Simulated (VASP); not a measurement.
# Hg (C2/m) in VASP: notebook

One crystal, Hg, is run at these levels: r2SCAN; tasks: single point.

Everything below comes from runs of VASP 6.6.1. Logs are shortened: lines on timing, memory, paths and dates and some standing lists are left out, and cuts for length are marked.

### 1 The crystal as given

It takes space group C2/m (No. 12, monoclinic). The conventional cell has a = 4.249 Å, b = 5.345 Å, c = 3.583 Å, α = 90.00°, β = 126.18°, γ = 90.00°. Hg (site symmetry 2/m) is surrounded by 8 Hg at 3.41 to 3.59 Å.

### 2 Single point, r2SCAN

The input, INCAR:

```
SYSTEM = Hg
PREC = Accurate
ENCUT = 460
EDIFF = 1E-4
ISMEAR = 0
SIGMA = 0.1
LREAL = .FALSE.
LASPH = .TRUE.
NELM = 100
ALGO = Normal
ISIF = 2
LWAVE = .FALSE.
LCHARG = .FALSE.
METAGGA = R2SCAN
LMIXTAU = .TRUE.
NBANDS = 12
ADDGRID = .FALSE.
```

The input, KPOINTS:

```
Automatic mesh
0
G
  4 4 4
  0 0 0
```

The input, POSCAR:

```
Hg
1.0
    2.1243184923     -2.6725824964      0.0000000000
    2.1243184923      2.6725824964      0.0000000000
   -2.1151288124      0.0000000000      2.8921990043
Hg
1
Direct
    0.0000000000      0.0000000000      0.0000000000
```

Potentials or basis: VASP PAW PBE potentials, release 64 (Hg).

On the command line:

```bash
cat potpaw_PBE.64/Hg/POTCAR > POTCAR
mpirun -np 1 vasp_std > vasp.out
```

OUTCAR:

```text
SYSTEM = Hg
   PREC = Accurate
   ENCUT = 460
   EDIFF = 1E-4
   ISMEAR = 0
   LREAL = .FALSE.
   LASPH = .TRUE.
   NELM = 100
   ISIF = 2
   METAGGA = R2SCAN

 Found     24 irreducible k-points:

 Following reciprocal coordinates:
            Coordinates               Weight
  0.000000  0.000000  0.000000      1.000000
  0.250000  0.000000  0.000000      4.000000
  0.500000  0.000000  0.000000      2.000000
  0.250000  0.250000  0.000000      2.000000
  0.500000  0.250000  0.000000      4.000000
 -0.250000  0.250000  0.000000      2.000000
   k-points           NKPTS =     24   k-points in BZ     NKDIM =     24   number of bands    NBANDS=     12
   number of dos      NEDOS =    301   number of ions     NIONS =      1
   total plane-waves  NPLWV =  16128
   dimension x,y,z NGX =    24 NGY =   24 NGZ =   28
   dimension x,y,z NGXF=    48 NGYF=   48 NGZF=   56
   ions per type =               1
   NGX,Y,Z   is equivalent  to a cutoff of  11.69, 11.69, 12.99 a.u.
   NGXF,Y,Z  is equivalent  to a cutoff of  23.37, 23.37, 25.98 a.u.
 SYSTEM =  Hg
   PREC   = accura    normal or accurate (medium, high low for compatibility)
   ISTART =      0    job   : 0-new  1-cont  2-samecut
   ICHARG =      2    charge: 1-file 2-atom 10-const
   ISPIN  =      1    spin polarized calculation?
   LNONCOLLINEAR =      F non collinear calculations
   LSORBIT =      F    spin-orbit coupling
   LASPH  =      T    aspherical Exc in radial PAW
   ENCUT  =  460.0 eV  33.81 Ry    5.81 a.u.   5.97  5.97  6.27*2*pi/ulx,y,z
   NELM   =    100;   NELMIN=  2; NELMDL= -5     # of ELM steps
   EDIFF  = 0.1E-03   stopping-criterion for ELM
   LREAL  =      F    real-space projection
   EDIFFG = 0.1E-02   stopping-criterion for IOM
   NSW    =      0    number of steps for IOM
   IBRION =     -1    ionic relax: 0-MD 1-quasi-New 2-CG
   NFREE  =      0    steps in history (QN), initial steepest desc. (CG)
   ISIF   =      2    stress and relaxation
   ISYM   =      2    0-nonsym 1-usesym 2-fastsym
   POTIM  = 0.5000    time-step for ionic-motion
   TEBEG  =    0.0;   TEEND  =   0.0 temperature during run
   PSTRESS=    0.0 pullay stress
   NELECT =      12.0000    total number of electrons
   NUPDOWN=      -1.0000    fix difference up-down
   EMIN   =  10.00;   EMAX   =-10.00  energy-range for DOS
   EFERMI =   0.00;   METHOD = LEGACY
   ISMEAR =     0;   SIGMA  =   0.10  broadening in eV -4-tet -1-fermi 0-gaus
   EFERMI_NEDOS =   21; number of points for ismear=-14 and -15
   IALGO  =     38    algorithm
   IMIX   =      4    mixing-type and parameters
     AMIX     =   0.40;   BMIX     =  1.00
     AMIX_MAG =   1.60;   BMIX_MAG =  1.00
  volume/ion in A,a.u.               =      32.84       221.62
  Fermi-wavevector in a.u.,A,eV,Ry     =   1.170395  2.211725 18.637577  1.369823
  Thomas-Fermi vector in A             =   2.306854
   LORBIT       =      0    0 simple, 1 ext, 2 COOP (PROOUT), +10 PAW based schemes
   METAGGA = R2SCAN    functional components
   LHFCALC =     F    Hartree Fock is set to
   AEXX    =    0.0000 exact exchange contribution
   IVDW    =     0    specifies the selected vdW correction
   LEPSILON=     F    determine dielectric tensor
   LRPA    =     F    only Hartree local field effects (RPA)
 non-spin polarized calculation
 Gauss-broadening in eV      SIGMA  =   0.10
  energy-cutoff  :      460.00
  volume of cell :       32.84
 maximum number of plane-waves:       762
   NGX = 11   NGY = 11   NGZ = 13

 number of electron      12.0000003 magnetization

 Free energy of the ion-electron system (eV)
  ---------------------------------------------------
  ext. energy  EPLUGINS =         0.00000000
  ---------------------------------------------------
  free energy    TOTEN  =       -49.29974885 eV

  energy without entropy =      -49.29666482  energy(sigma->0) =      -49.29820684

 E-fermi :   0.2789     XC(G=0):  -9.5715

 val. band max:       -0.0398475392   @ k =   0.5000   0.5000   0.2500
 cond. band min:       0.3322866784   @ k =   0.5000   0.0000   0.0000
 fundamental gap:      0.3721342177
 Fermi energy:         0.2789044603

 k-point     1 :       0.0000    0.0000    0.0000
  band No.  band energies     occupation
      1      -6.4780      2.00000
      2      -6.3036      2.00000
      3      -6.0836      2.00000
      4      -6.0600      2.00000
      5      -5.7486      2.00000
      6      -5.6264      2.00000
      7      12.6010      0.00000
      8      12.8090      0.00000
      9      13.2477      0.00000
     10      14.6338      0.00000
     11      14.8783      0.00000
     12      17.0406      0.00000

 k-point     2 :       0.2500    0.0000    0.0000
  band No.  band energies     occupation
      1      -6.3495      2.00000
      2      -6.2037      2.00000
      3      -5.7873      2.00000
      4      -5.7750      2.00000
      5      -5.6709      2.00000
      6      -4.9986      2.00000
      7       6.1520      0.00000
      8      10.2356      0.00000
      9      11.7435      0.00000
     10      13.3419      0.00000
     11      15.2562      0.00000
     12      15.5613      0.00000

 k-point     3 :       0.5000    0.0000    0.0000
  band No.  band energies     occupation
      1      -6.4792      2.00000
      2      -6.3346      2.00000
      3      -5.7977      2.00000
      4      -5.6489      2.00000
      5      -5.3744      2.00000
      6      -1.6367      2.00000
      7       0.3323      0.45029
      8       8.5610      0.00000
      9      10.6195      0.00000
     10      12.7907      0.00000
     11      14.7476      0.00000
     12      17.1437      0.00000

 k-point     4 :       0.2500    0.2500    0.0000
  band No.  band energies     occupation
      1      -6.2610      2.00000
      2      -6.0991      2.00000
      3      -5.8563      2.00000
      4      -5.7655      2.00000
      5      -5.6664      2.00000
      6      -2.6518      2.00000
      7       3.5525      0.00000
      8       5.3652      0.00000
      9       8.9776      0.00000
     10      15.3215      0.00000
     11      15.3446      0.00000
     12      17.2548      0.00000

 k-point     5 :       0.5000    0.2500    0.0000
  band No.  band energies     occupation
      1      -6.3210      2.00000
      2      -6.1454      2.00000
      3      -5.8171      2.00000
      4      -5.7738      2.00000
      5      -5.5440      2.00000
      6      -1.9663      2.00000
      7       2.7623      0.00000
      8       5.6212      0.00000
      9       8.6616      0.00000
     10      13.7996      0.00000
     11      15.1691      0.00000
     12      18.1115      0.00000

 k-point     6 :      -0.2500    0.2500    0.0000
  band No.  band energies     occupation
      1      -6.2254      2.00000
      2      -6.1910      2.00000
      3      -5.8205      2.00000
      4      -5.7519      2.00000
      5      -5.7264      2.00000
      6      -4.8128      2.00000
      7       7.5607      0.00000
      8       9.5481      0.00000
      9      10.2595      0.00000
     10      12.4165      0.00000
     11      13.4711      0.00000
     12      15.9063      0.00000

 [... further k-points ...]

------------------------ aborting loop because EDIFF is reached ----------------------------------------

  FORCE on cell =-STRESS in cart. coord.  units (eV):
  Direction    XX          YY          ZZ          XY          YZ          ZX
  --------------------------------------------------------------------------------------
  -------------------------------------------------------------------------------------
  Total       -0.1842740     -0.0644195     -0.4560696      0.0000000      0.0000000     -0.0004014
  in kB       -8.9901233     -3.1428173    -22.2501405      0.0000000      0.0000000     -0.0195844
  external PRESSURE =     -11.4610270 kB  Pullay stress =       0.0000000 kB

 VOLUME and BASIS-vectors are now :
 -----------------------------------------------------------------------------
  energy-cutoff  :      460.00
  volume of cell :       32.84
      direct lattice vectors                 reciprocal lattice vectors
     2.124318492 -2.672582496  0.000000000     0.235369603 -0.187084964  0.172130973
     2.124318492  2.672582496  0.000000000     0.235369603  0.187084964  0.172130973
    -2.115128812  0.000000000  2.892199004     0.000000000  0.000000000  0.345757674

 POSITION                                       TOTAL-FORCE (eV/Angst)
 -----------------------------------------------------------------------------------
      0.00000      0.00000      0.00000         0.000000      0.000000      0.000000
 -----------------------------------------------------------------------------------
    total drift:                                0.000000     -0.000000     -0.000000

  FREE ENERGIE OF THE ION-ELECTRON SYSTEM (eV)
  ---------------------------------------------------
  free  energy   TOTEN  =       -49.2997488512 eV

  energy  without entropy=      -49.2966648209  energy(sigma->0) =      -49.29820684
```

Wall time 22 s (1 thread of Intel Xeon Platinum 8259CL at 2.50GHz (Skylake/Cascade Lake), shared host); peak memory 0.14 GiB.

These settings aren't checked as converged: the numbers below hold their error.

What came out:

```
Free energy            : -49.2997 eV
Pressure               : -1.1 GPa
Band gap on the k mesh : none (metal or under the smearing width)
```

Caveat: the k mesh is coarse (spacing up to 0.54 Å⁻¹), so the values aren't converged; the PAW data sets were made with another functional, which shifts forces and pressure a little.

### 3 Single point, r2SCAN

Changes to INCAR since step 2:

```diff
@@ -3,3 +3,3 @@
 ENCUT = 460
-EDIFF = 1E-4
+EDIFF = 1E-5
 ISMEAR = 0
```

KPOINTS is that of step 2.

POSCAR is that of step 2.

Potentials or basis: VASP PAW PBE potentials, release 64 (Hg).

On the command line:

```bash
cat potpaw_PBE.64/Hg/POTCAR > POTCAR
mpirun -np 1 vasp_std > vasp.out
```

Run time: 23 s. Hardware: 1 thread of Intel Xeon Platinum 8259CL at 2.50GHz (Skylake/Cascade Lake), shared host; peak memory 0.14 GiB.

These settings aren't checked as converged: the numbers below hold their error.

What came out:

```
Free energy            : -49.2998 eV
Pressure               : -1.2 GPa
Band gap on the k mesh : none (metal or under the smearing width)
```

Caveat: the k mesh is coarse (spacing up to 0.54 Å⁻¹), so the values aren't converged; the PAW data sets were made with another functional, which shifts forces and pressure a little.

### 4 Single point, r2SCAN

Changes to INCAR since step 3:

```diff
@@ -3,3 +3,3 @@
 ENCUT = 460
-EDIFF = 1E-5
+EDIFF = 1E-6
 ISMEAR = 0
@@ -16,2 +16,2 @@
 NBANDS = 12
-ADDGRID = .FALSE.
+ADDGRID = .TRUE.
```

KPOINTS is that of step 3.

POSCAR is that of step 3.

On the command line:

```bash
cat potpaw_PBE.64/Hg/POTCAR > POTCAR
mpirun -np 1 vasp_std > vasp.out
```

It took 30 s on 1 thread of Intel Xeon Platinum 8259CL at 2.50GHz (Skylake/Cascade Lake), shared host; peak memory 0.22 GiB.

These settings aren't checked as converged: the numbers below hold their error.

Results:

```yaml
Free_energy: -49.2998 eV
Pressure: -1.2 GPa
Band_gap_on_the_k_mesh: none (metal or under the smearing width)
```

Caveat: the k mesh is coarse (spacing up to 0.54 Å⁻¹), so the values aren't converged; the PAW data sets were made with another functional, which shifts forces and pressure a little.

### 5 Single point, r2SCAN

Changes to INCAR since step 4:

```diff
@@ -7,3 +7,3 @@
 LREAL = .FALSE.
-LASPH = .TRUE.
+LASPH = .FALSE.
 NELM = 100
@@ -16,2 +16,2 @@
 NBANDS = 12
-ADDGRID = .TRUE.
+ADDGRID = .FALSE.
```

KPOINTS is that of step 4.

POSCAR is that of step 4.

On the command line:

```bash
cat potpaw_PBE.64/Hg/POTCAR > POTCAR
mpirun -np 1 vasp_std > vasp.out
```

It took 22 s on 1 thread of Intel Xeon Platinum 8259CL at 2.50GHz (Skylake/Cascade Lake), shared host; peak memory 0.14 GiB.

The run converged, but some of its settings lie outside the range that counts as converged, so its numbers aren't taken as properties of the crystal.

Results:

```
Free energy            : -49.2998 eV
Pressure               : -1.2 GPa
Band gap on the k mesh : none (metal or under the smearing width)
```

Caveat: the k mesh is coarse (spacing up to 0.54 Å⁻¹), so the values aren't converged; the PAW data sets were made with another functional, which shifts forces and pressure a little.

### 6 The reference run

An earlier run on the cell as given: functional PBE; potentials or basis VASP PAW PBE potentials, release 64 (Hg); cutoff 520 eV; k mesh 9 × 9 × 9; occupations fermi-dirac, width 0.05 eV; no spin polarisation.

* Pressure: -0.5 GPa
* Band gap on the k mesh: none (metal or under the smearing width)
